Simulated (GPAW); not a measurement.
# Near-edge structure at the P K edge of BP (F-43m), part 2 of 3

Aim: the dependence of the P K near-edge features of BP (F-43m) on volume.

GPAW 26.7.0; X-ray absorption from dipole matrix elements to empty bands, plane-wave PAW LDA.

So far. Step 2 (Ground state of the crystal): The mesh shows a gap of 1.21 eV, so the hole is first treated in a charged cell, without the excited electron.

**4. Spectrum with FCH, P atom 1**

The holes are 5.6 Å apart. In GPAW the data set carries the hole's charge, so charge=0 means a charged cell and charge=-1 a neutral one. The excited electron is left out and a uniform background balances the charge. After the field has converged, empty bands are computed with the density fixed and the dipole matrix elements are summed.

The absorber has 4 B at 1.97 Å (tetrahedral, site symmetry -43m).

File xas.py:

```python
import numpy as np
from ase import Atoms
from ase.parallel import parprint, paropen
from gpaw import GPAW, PW, FermiDirac, Mixer, MixerDif, setup_paths
from gpaw.test import gen
setup_paths.insert(0, '.')
gen('P', name='fch1s', xcname='LDA', corehole=(1, 0, 1), write_xml=True)
from gpaw.mpi import world
world.barrier()

atoms = Atoms('P6B6',
    cell=[[2.269, 4.538, 2.269],
     [4.538, -2.269, -2.269],
     [2.269, 2.269, -4.538]],
    scaled_positions=[[0.125, 0.375, 0.625],
     [0.625, 0.54166667, 0.79166667],
     [0.125, 0.70833333, 0.95833333],
     [0.625, 0.875, 0.125],
     [0.125, 0.04166667, 0.29166667],
     [0.625, 0.20833333, 0.45833333],
     [0, 0, 0],
     [0.5, 0.16666667, 0.16666667],
     [0, 0.33333333, 0.33333333],
     [0.5, 0.5, 0.5],
     [0, 0.66666667, 0.66666667],
     [0.5, 0.83333333, 0.83333333]],
    pbc=True)
atoms.calc = calc = GPAW(legacy_gpaw=True, mode=PW(430, force_complex_dtype=True), xc='LDA', setups={0: 'fch1s'},
    kpts={'size': (3, 4, 4), 'gamma': True}, occupations=FermiDirac(0.02),
    charge=0, mixer=Mixer(0.1, 5, 50), maxiter=150,
    convergence={'density': 0.0001, 'eigenstates': 1e-6}, txt='scf.txt')
energy = atoms.get_potential_energy() + calc.get_reference_energy()
ef = calc.get_fermi_level()
out = dict(energy=energy, fermi=ef, forces=atoms.get_forces().tolist())
parprint(f'all-electron energy {energy:.4f} eV, Fermi level {ef:.4f} eV')
ev = np.array([[calc.get_eigenvalues(k, s) for k in range(len(calc.get_ibz_k_points()))] for s in range(calc.get_number_of_spins())])
out['homo'], out['lumo'], out['counts'] = ev[ev < ef].max(), ev[ev > ef].min(), sorted(set((ev < ef).sum((0, 2)).tolist()))
out['filled'] = (ev[:, 0] < ef).sum(1).tolist()

from ase.units import Ha
from gpaw.xas import dipole_matrix_elements
nb = int(calc.get_number_of_electrons() / 2) + 86
top, nb = nb, nb + 8 + nb // 12
nscf = calc.fixed_density(kpts={'size': (5, 5, 5), 'gamma': True}, nbands=nb,
    convergence={'bands': top, 'eigenstates': 5e-3}, maxiter=60, txt='nscf.txt')
cell = atoms.cell.array
ops = [cell.T @ U.T @ np.linalg.inv(cell.T) for U in nscf.wfs.kd.symmetry.op_scc]
filled = [24]  # bands filled in the ground state, by spin
E = np.arange(-6, 34, 0.1)
fwhm = np.interp(E, [4, 25], [0.9, 3.5])
Y, X, zero, highest = 0, 0, 1e9, 1e9
for spin in range(nscf.get_number_of_spins()):
    wfs = nscf.wfs
    mine = wfs.bd.get_slice()  # this rank's bands
    A = dipole_matrix_elements(wfs.setups[0])
    eps = np.zeros((wfs.kd.nibzkpts, nb))
    d = np.zeros((3, A.shape[1], wfs.kd.nibzkpts, nb), complex)
    for kpt in wfs.kpt_u:
        if kpt.s == spin and 0 in kpt.P_ani:
            eps[kpt.k, mine] = kpt.eps_n * Ha
            d[:, :, kpt.k, mine] = (kpt.weight * wfs.nspins / 2) ** 0.5 * np.inner(A, kpt.P_ani[0])
    world.sum(eps)
    world.sum(d)
    T = np.einsum('amkn,bmkn->abkn', d, d.conj()).real
    T = sum(np.einsum('ai,ijkn,bj->abkn', R, T, R) for R in ops) / len(ops)
    empty = np.ones_like(eps, bool) & (np.arange(nb) >= filled[spin])
    zero, highest = min(zero, eps[empty].min()), min(highest, eps[:, top - 1].min())
    lines = [(eps, T, empty)] if spin == 0 else lines + [(eps, T, empty)]
for eps, T, empty in lines:
    f = np.einsum('aakn->akn', T).reshape(3, -1)
    x = eps.ravel() - zero
    w = np.interp(x, E, fwhm) / 2.35482
    g = np.exp(-0.5 * ((E[:, None] - x) / w) ** 2) / (w * (2 * np.pi) ** 0.5)
    Y = Y + (f * empty.ravel()) @ g.T
    X = X + (f * ~empty.ravel()) @ g.T
out.update(E=E.round(2).tolist(), xas=Y.tolist(), xes=X.tolist(), zero=zero, valid=highest - zero, nk=len(eps), nb=nb)
for i in range(0, len(E), 10):
    parprint(f'{E[i]:7.2f}', *(f'{v:10.3e}' for v in Y[:, i]))
import json
with paropen('out.json', 'w') as f:
    json.dump(out, f)
```

On the command line:

```bash
OMP_NUM_THREADS=1 mpirun -n 4 gpaw python xas.py
```

Numbers of over 12 decimals in the logs are rounded to 6 here.

The log of the run:

```text
Input parameters:
  convergence: {density: 0.0001,
                eigenstates: 1e-06}
  kpts: {gamma: True,
         size: (3, 4, 4)}
  maxiter: 150
  mixer: {backend: pulay,
          beta: 0.1,
          method: separate,
          nmaxold: 5,
          weight: 50}
  mode: {ecut: 430.0,
         force_complex_dtype: True,
         name: pw}
  occupations: {fixmagmom: False,
                name: fermi-dirac,
                width: 0.02}
  setups: {0: fch1s}

Initialize ...

[... PAW data sets ...]

Reference energy: -57453.759399  # eV

Spin-paired calculation

[... convergence settings ...]
Symmetries present (total): 2
  [... symmetry matrices ...]

48 k-points: 3 x 4 x 4 Monkhorst-Pack grid + [0.000000,1/8,1/8]
17 k-points in the irreducible part of the Brillouin zone
       k-points in crystal coordinates                weights
   0:     0.00000000    0.00000000    0.00000000          1/48
   1:     0.00000000    0.25000000   -0.25000000          2/48
   2:     0.00000000    0.25000000    0.00000000          4/48
   3:     0.00000000    0.25000000    0.25000000          2/48
   4:     0.00000000    0.50000000    0.00000000          2/48
   5:     0.00000000    0.50000000    0.25000000          4/48
   6:     0.00000000    0.50000000    0.50000000          1/48
   7:     0.33333333   -0.25000000    0.25000000          2/48
   8:     0.33333333    0.00000000    0.00000000          2/48
   9:     0.33333333    0.00000000    0.25000000          4/48
          ...
  16:     0.33333333    0.50000000    0.50000000          2/48

Wave functions: Plane wave expansion
  Cutoff energy: 430.000 eV
  Number of coefficients (min, max): 2815, 2851
  Pulay-stress correction: 0.000000 eV/Ang^3 (de/decut=0.000000)
  Using FFTW library
  Wavefunction extrapolation:
    Improved wavefunction reuse through dual PAW basis

Occupation numbers: Fermi-Dirac:
  width: 0.0200  # eV

Eigensolver
   Davidson(niter=2)

Densities:
  Coarse grid: 27*27*27 grid
  Fine grid: 54*54*54 grid
  Total Charge: 1.000000

Density mixing:
  Method: separate
  Backend: pulay
  Linear mixing parameter: 0.1
  old densities: 5
  Width of damping distribution: 1.1
  Damping of long wavelength oscillations: 50

[... Hamiltonian set-up ...]
Number of atoms: 12
Number of atomic orbitals: 48
Number of bands in calculation: 33
Number of valence electrons: 48
Bands to converge: occupied

... initialized

Initializing position-dependent things.

Density initialized from atomic densities
Creating initial wave functions:
  33 bands from LCAO basis set

               B  P
       B
           P        B P
                        P
             B
                 P        B

                   B  P

Atomic positions and initial magnetic moments

Positions:
   0 P      3.403500    1.134500   -3.403500    ( 0.0000,  0.0000,  0.0000)
   1 P      5.672500    3.403500   -3.403500    ( 0.0000,  0.0000,  0.0000)
   2 P      5.672500    1.134500   -5.672500    ( 0.0000,  0.0000,  0.0000)
   3 P      5.672500    1.134500   -1.134500    ( 0.0000,  0.0000,  0.0000)
   4 P      1.134500    1.134500   -1.134500    ( 0.0000,  0.0000,  0.0000)
   5 P      3.403500    3.403500   -1.134500    ( 0.0000,  0.0000,  0.0000)
   6 B      0.000000    0.000000    0.000000    ( 0.0000,  0.0000,  0.0000)
   7 B      2.269000    2.269000   -0.000000    ( 0.0000,  0.0000,  0.0000)
   8 B      2.269000   -0.000000   -2.269000    ( 0.0000,  0.0000,  0.0000)
   9 B      4.538000    2.269000   -2.269000    ( 0.0000,  0.0000,  0.0000)
  10 B      4.538000    0.000000   -4.538000    ( 0.0000,  0.0000,  0.0000)
  11 B      6.807000    2.269000   -4.538000    ( 0.0000,  0.0000,  0.0000)

Unit cell:
           periodic     x           y           z      points  spacing
  1. axis:    yes    2.269000    4.538000    2.269000    27     0.1941
  2. axis:    yes    4.538000   -2.269000   -2.269000    27     0.1705
  3. axis:    yes    2.269000    2.269000   -4.538000    27     0.1705

  Lengths:   5.557892   5.557892   5.557892
  Angles:   60.000000  80.405932  99.594068

Effective grid spacing dv^(1/3) = 0.1924

iter:   1  -109.066788
iter:   2  -107.568925   -1.49  -0.72
iter:   3  -105.064507   -0.60  -0.78
iter:   4  -104.878609   -1.62  -1.26
iter:   5  -104.703945   -2.28  -1.23
iter:   6  -104.874501   -1.59  -1.69
iter:   7  -104.690523   -1.72  -1.48
iter:   8  -104.701536   -2.19  -1.91
iter:   9  -104.653326   -2.75  -1.82
iter:  10  -104.653305   -4.02  -2.88
iter:  11  -104.653309c  -4.68  -3.07
iter:  12  -104.653507c  -4.25  -3.07
iter:  13  -104.653120c  -4.89  -2.87
iter:  14  -104.653120c  -5.85  -3.72
iter:  15  -104.653128c  -5.98  -3.87
iter:  16  -104.653117c  -6.34c -3.63
iter:  17  -104.653119c  -6.75c -4.44c

Converged after 17 iterations.

Dipole moment: (-6.447240, -9.240818, -6.447240) |e|*Ang

Energy contributions relative to reference atoms: (reference = -57453.759399)

Kinetic:        +56.188939
Potential:      -69.264132
External:        +0.000000
XC:             -91.335488
Entropy (-ST):   -0.000000
Local:           -0.242438
SIC:             +0.000000
--------------------------
Free energy:   -104.653119
Extrapolated:  -104.653119

Showing only first 2 kpts
 Kpt  Band  Eigenvalues  Occupancy
  0    22      7.88591    2.00000
  0    23      7.89934    2.00000
  0    24     10.16928    0.00000
  0    25     10.71522    0.00000

  1    22      6.73083    2.00000
  1    23      6.78592    2.00000
  1    24     10.22508    0.00000
[...]
Fermi level: 8.38760

Gap: 1.388 eV
Transition (v -> c):
  (s=0, k=0, n=23, [0.00, 0.00, 0.00]) -> (s=0, k=6, n=24, [0.00, 0.50, 0.50])
Direct/indirect transitions are different
Direct gap: 1.941 eV
Transition at: (s=0, k=3, n=23, [0.00, 0.25, 0.25])

Forces in eV/Ang:
  0 P     0.07494    0.03156    0.07494
  1 P    -0.29489   -0.04536   -0.26692
  2 P     0.28445    0.33143    0.31109
  3 P    -0.07431   -0.51945   -0.07431
  4 P     0.31109    0.33143    0.28445
  5 P    -0.26692   -0.04536   -0.29489
  6 B    -0.15247   -0.05654   -0.15247
  7 B     0.11312    0.08066    0.13448
  8 B    -0.06150   -0.21220   -0.22381
  9 B     0.15618    0.23586    0.15618
 10 B    -0.22381   -0.21220   -0.06150
 11 B     0.13448    0.08066    0.11312
Scalar-relativistic atomic LDA calculation for P (Phosphorus, Z=15)
Core hole in 1s state (1s occupation: 1.0)
450 radial gridpoints.
|------------------------------------------------|
|------------------------------------------------|
[... the atom generator's iteration count ...]

Energy contributions:
-------------------------
Kinetic:     +261.768075
XC:           -17.966184
Potential:   -505.274962
-------------------------
Total:       -261.473071

state      eigenvalue         ekin         rmax
-----------------------------------------------
1s^1.0 :   -82.316117   109.824186        0.067
2s^2.0 :    -7.841975    17.549438        0.402
2p^6.0 :    -6.203561    17.373857        0.327
3s^2.0 :    -0.984498     2.880452        1.418
3p^3.0 :    -0.625684     2.280322        1.541
-----------------------------------------------
(units: Bohr and Hartree)

Generating PAW setup
Kinetic energy of the core from tauc = 249.749155
Cutoffs:
rc(s)=1.800
rc(p)=1.800
rc(d)=1.800
rc(vbar)=1.620
rc(comp)=1.800
rc(nct)=1.800

Kinetic energy of the core states: 249.166204
Charge: 1.0
Core electrons: 9.0
Valence electrons: 5.0
Pseudo-core charge: 0.082129
Shape function alpha=3.086
Pseudo-electron charge 5.474914
state    eigenvalue         norm
--------------------------------
3s(2) :    -0.984498     1.193424
*s    :     0.015502
3p(3) :    -0.625684     1.001979
*p    :     0.374316
*d    :     0.000000
--------------------------------

Diagonalizing with gridspacing h=0.050

state   all-electron     PAW
-------------------------------
3s:      -0.984498    -0.984928
3p:      -0.625684    -0.626173
*d:                   -0.152187
*f:                   -0.017358
-------------------------------
all-electron energy -57558.4125 eV, Fermi level 8.3876 eV
[...]
31.00  2.184e-06  2.215e-06  2.184e-06
  32.00  1.985e-06  2.054e-06  1.985e-06
  33.00  1.780e-06  1.875e-06  1.780e-06
```

Elapsed: 74 s, on 4 MPI ranks of Arm Neoverse V1, shared host; peak memory 0.34 GiB; 4.9 min of CPU time.

The P K spectrum, P atom 1, full core hole (charged cell) (energy from the lowest empty level; intensity scaled to a mean of 1 over the first 20 eV):

```tsv
E (eV)	intensity
-2.00	0.00
-1.25	0.00
-0.50	0.01
0.25	0.17
1.00	0.61
1.75	1.20
2.50	1.58
3.25	1.89
4.00	1.80
4.75	1.25
5.50	1.05
6.25	1.03
7.00	1.03
7.75	0.95
8.50	0.85
9.25	0.72
10.00	0.61
10.75	0.57
11.50	0.59
12.25	0.68
13.00	0.78
13.75	0.99
14.50	1.39
15.25	1.77
16.00	1.71
16.75	1.22
17.50	0.75
18.25	0.53
19.00	0.48
19.75	0.47
20.50	0.47
21.25	0.46
22.00	0.46
22.75	0.46
23.50	0.47
24.25	0.47
25.00	0.48
25.75	0.49
26.50	0.50
```

Main maxima below 24 eV (height): 3.6 eV (1.99) and 15.5 eV (1.82). A K edge sees empty p states on the absorber.

The hole costs E(hole) − E(ground) = 2138.96 eV, and the lowest empty level of the hole cell on the spectrum's mesh lies at 9.11 eV, which puts the zero at 2148.07 eV. One term is added: -15.84 eV, since the hole is spin-paired here and a spin-polarised one costs that much less in the free atom (computed apart). The photon energy is then 2132.23 eV. The functional and the charged cell's background leave an error in such absolute values: in the free atom LDA prices this hole 8.5 eV below PBE (computed apart), and PBE is itself good to a few eV.

**5. Supercell without a hole, the energy reference**

The cell changes for the next run, so it gets a reference energy of its own.

The cell differs from the one that the last finished run ended in (a 5.558 → 5.444 Å, b 5.558 → 5.444 Å, c 5.558 → 5.444 Å).

File scf.py:

```python
import numpy as np
from ase import Atoms
from ase.parallel import parprint, paropen
from gpaw import GPAW, PW, FermiDirac, Mixer, MixerDif, setup_paths
from gpaw.test import gen
setup_paths.insert(0, '.')
gen('P', name='nch1s', xcname='LDA', corehole=(1, 0, 0), write_xml=True)
from gpaw.mpi import world
world.barrier()

atoms = Atoms('P6B6',
    cell=[[2.22268088, 4.44536176, 2.22268088],
     [4.44536176, -2.22268088, -2.22268088],
     [2.22268088, 2.22268088, -4.44536176]],
    scaled_positions=[[0.125, 0.375, 0.625],
     [0.625, 0.54166667, 0.79166667],
     [0.125, 0.70833333, 0.95833333],
     [0.625, 0.875, 0.125],
     [0.125, 0.04166667, 0.29166667],
     [0.625, 0.20833333, 0.45833333],
     [0, 0, 0],
     [0.5, 0.16666667, 0.16666667],
     [0, 0.33333333, 0.33333333],
     [0.5, 0.5, 0.5],
     [0, 0.66666667, 0.66666667],
     [0.5, 0.83333333, 0.83333333]],
    pbc=True)
atoms.calc = calc = GPAW(legacy_gpaw=True, mode=PW(430, force_complex_dtype=True), xc='LDA', setups={0: 'nch1s'},
    kpts={'size': (3, 4, 4), 'gamma': True}, occupations=FermiDirac(0.02),
    charge=0, mixer=Mixer(0.1, 5, 50), maxiter=150,
    convergence={'density': 0.0001, 'eigenstates': 1e-6}, txt='scf.txt')
energy = atoms.get_potential_energy() + calc.get_reference_energy()
ef = calc.get_fermi_level()
out = dict(energy=energy, fermi=ef, forces=atoms.get_forces().tolist())
parprint(f'all-electron energy {energy:.4f} eV, Fermi level {ef:.4f} eV')
ev = np.array([[calc.get_eigenvalues(k, s) for k in range(len(calc.get_ibz_k_points()))] for s in range(calc.get_number_of_spins())])
out['homo'], out['lumo'], out['counts'] = ev[ev < ef].max(), ev[ev > ef].min(), sorted(set((ev < ef).sum((0, 2)).tolist()))
out['filled'] = (ev[:, 0] < ef).sum(1).tolist()
import json
with paropen('out.json', 'w') as f:
    json.dump(out, f)
```

On the command line:

```bash
OMP_NUM_THREADS=1 mpirun -n 4 gpaw python scf.py
```

The log of the run:

```text
Input parameters:
  convergence: {density: 0.0001,
                eigenstates: 1e-06}
  kpts: {gamma: True,
         size: (3, 4, 4)}
  maxiter: 150
  mixer: {backend: pulay,
          beta: 0.1,
          method: separate,
          nmaxold: 5,
          weight: 50}
  mode: {ecut: 430.0,
         force_complex_dtype: True,
         name: pw}
  occupations: {fixmagmom: False,
                name: fermi-dirac,
[...]
--------------------------------
3s(2) :    -0.515028     1.126397
*s    :     0.484972
3p(3) :    -0.205646     1.006802
*p    :     0.794354
*d    :     0.000000
--------------------------------

Diagonalizing with gridspacing h=0.050

state   all-electron     PAW
-------------------------------
3s:      -0.515028    -0.515337
3p:      -0.205646    -0.205904
*d:                    0.038554
*f:                    0.072541
-------------------------------
all-electron energy -59697.3506 eV, Fermi level 9.4324 eV
[key lines of the parts left out:]
Converged after 13 iterations.
Dipole moment: (-6.175906, -9.192185, -6.175906) |e|*Ang
Free energy:    -86.030063
Fermi level: 9.43244
```

Run time: 14 s. Hardware: 4 MPI ranks; peak memory 0.22 GiB; 57 s of CPU time.

Reference energy: -59697.351 eV with the cores included.

**6. Spectrum with FCH, P atom 1**

Shorter bonds are expected to push antibonding states and scattering resonances up, and longer ones down; the cell is scaled to test that.

Changed against the first core-hole run: volume scale from 1 to 0.94.

xas.py: that of step 4 with these lines changed.

```diff
@@ -11,5 +11,5 @@
 atoms = Atoms('P6B6',
-    cell=[[2.269, 4.538, 2.269],
-     [4.538, -2.269, -2.269],
-     [2.269, 2.269, -4.538]],
+    cell=[[2.22268088, 4.44536176, 2.22268088],
+     [4.44536176, -2.22268088, -2.22268088],
+     [2.22268088, 2.22268088, -4.44536176]],
     scaled_positions=[[0.125, 0.375, 0.625],
@@ -41,3 +41,3 @@
 from gpaw.xas import dipole_matrix_elements
-nb = int(calc.get_number_of_electrons() / 2) + 86
+nb = int(calc.get_number_of_electrons() / 2) + 81
 top, nb = nb, nb + 8 + nb // 12
```

On the command line:

```bash
OMP_NUM_THREADS=1 mpirun -n 4 gpaw python xas.py
```

The log of the run:

```text
Input parameters:
  convergence: {density: 0.0001,
                eigenstates: 1e-06}
  kpts: {gamma: True,
         size: (3, 4, 4)}
  maxiter: 150
  mixer: {backend: pulay,
          beta: 0.1,
          method: separate,
          nmaxold: 5,
          weight: 50}
  mode: {ecut: 430.0,
         force_complex_dtype: True,
         name: pw}
  occupations: {fixmagmom: False,
                name: fermi-dirac,
[...]
*p    :     0.374316
*d    :     0.000000
--------------------------------

Diagonalizing with gridspacing h=0.050

state   all-electron     PAW
-------------------------------
3s:      -0.984498    -0.984928
3p:      -0.625684    -0.626173
*d:                   -0.152187
*f:                   -0.017358
-------------------------------
all-electron energy -57559.1930 eV, Fermi level 9.2194 eV
[...]
32.00  2.068e-06  2.067e-06  2.068e-06
  33.00  1.675e-06  1.669e-06  1.675e-06
[key lines of the parts left out:]
Converged after 17 iterations.
Dipole moment: (-6.408759, -9.456585, -6.408759) |e|*Ang
Free energy:   -105.433556
Fermi level: 9.21941
```

It took 69 s on 4 MPI ranks; peak memory 0.33 GiB; 4.6 min of CPU time.

```tsv
E (eV)	first run	this run
-2.0	0.00	0.00
-1.0	0.00	0.00
0.0	0.08	0.06
1.0	0.61	0.51
2.0	1.35	1.18
3.0	1.75	1.54
4.0	1.80	1.89
5.0	1.13	1.16
6.0	1.04	0.98
7.0	1.03	0.98
8.0	0.92	0.94
9.0	0.76	0.84
10.0	0.61	0.68
11.0	0.56	0.58
12.0	0.65	0.55
13.0	0.78	0.62
14.0	1.10	0.74
15.0	1.68	1.15
16.0	1.71	1.78
17.0	1.04	1.78
18.0	0.58	1.11
19.0	0.48	0.63
20.0	0.47	0.50
21.0	0.46	0.49
22.0	0.46	0.48
23.0	0.46	0.48
24.0	0.47	0.47
25.0	0.48	0.47
26.0	0.49	0.47
```

The scaled spectrum changes by 24 % r.m.s. A shift of +0.6 eV leaves 15 %. The highest intensity below 16 eV goes from 3.6 eV (1.99) to 3.8 eV (1.92).

The photon energy of the zero moves by -0.07 eV.

**7. Supercell without a hole, the energy reference**

The cell changes for the next run, so it gets a reference energy of its own.

The cell differs from the one that the last finished run ended in (a 5.444 → 5.502 Å, b 5.444 → 5.502 Å, c 5.444 → 5.502 Å).

scf.py: that of step 5 with these lines changed.

```diff
@@ -11,5 +11,5 @@
 atoms = Atoms('P6B6',
-    cell=[[2.22268088, 4.44536176, 2.22268088],
-     [4.44536176, -2.22268088, -2.22268088],
-     [2.22268088, 2.22268088, -4.44536176]],
+    cell=[[2.24607924, 4.49215848, 2.24607924],
+     [4.49215848, -2.24607924, -2.24607924],
+     [2.24607924, 2.24607924, -4.49215848]],
     scaled_positions=[[0.125, 0.375, 0.625],
```

On the command line:

```bash
OMP_NUM_THREADS=1 mpirun -n 4 gpaw python scf.py
```

The log of the run:

```text
Input parameters:
  convergence: {density: 0.0001,
                eigenstates: 1e-06}
  kpts: {gamma: True,
         size: (3, 4, 4)}
  maxiter: 150
  mixer: {backend: pulay,
          beta: 0.1,
          method: separate,
          nmaxold: 5,
          weight: 50}
  mode: {ecut: 430.0,
         force_complex_dtype: True,
         name: pw}
  occupations: {fixmagmom: False,
                name: fermi-dirac,
[...]
--------------------------------
3s(2) :    -0.515028     1.126397
*s    :     0.484972
3p(3) :    -0.205646     1.006802
*p    :     0.794354
*d    :     0.000000
--------------------------------

Diagonalizing with gridspacing h=0.050

state   all-electron     PAW
-------------------------------
3s:      -0.515028    -0.515337
3p:      -0.205646    -0.205904
*d:                    0.038554
*f:                    0.072541
-------------------------------
all-electron energy -59697.4342 eV, Fermi level 9.0015 eV
[key lines of the parts left out:]
Converged after 17 iterations.
Dipole moment: (-6.196275, -9.090239, -6.196275) |e|*Ang
Free energy:    -86.113643
Fermi level: 9.00148
```

It took 17 s on 4 MPI ranks; peak memory 0.22 GiB; 70 s of CPU time.

Reference energy: -59697.434 eV with the cores included.

[end of part 2 of 3]

[Banner, clock and machine lines of the logs are left out without a mark of their own.]

[Logs are printed without paths, hosts, clocks, repeated set-up lines and the standing remarks that a program may print on its own settings, such as how far it seeks lower states.]

[Hosts, paths, dates, database ids (printed as entryN), source tags and the programs' standing remarks are cut or masked in the printed files.]

[Lists of maxima count a maximum above −3 eV only where it reaches 4 % of the highest in the window and stands out from its surroundings by 2 % of it (1.5 % where it reaches 55 %); shoulders and weaker maxima are passed over, and of the rest the first, up to two pre-edge ones and the few strongest are named.]
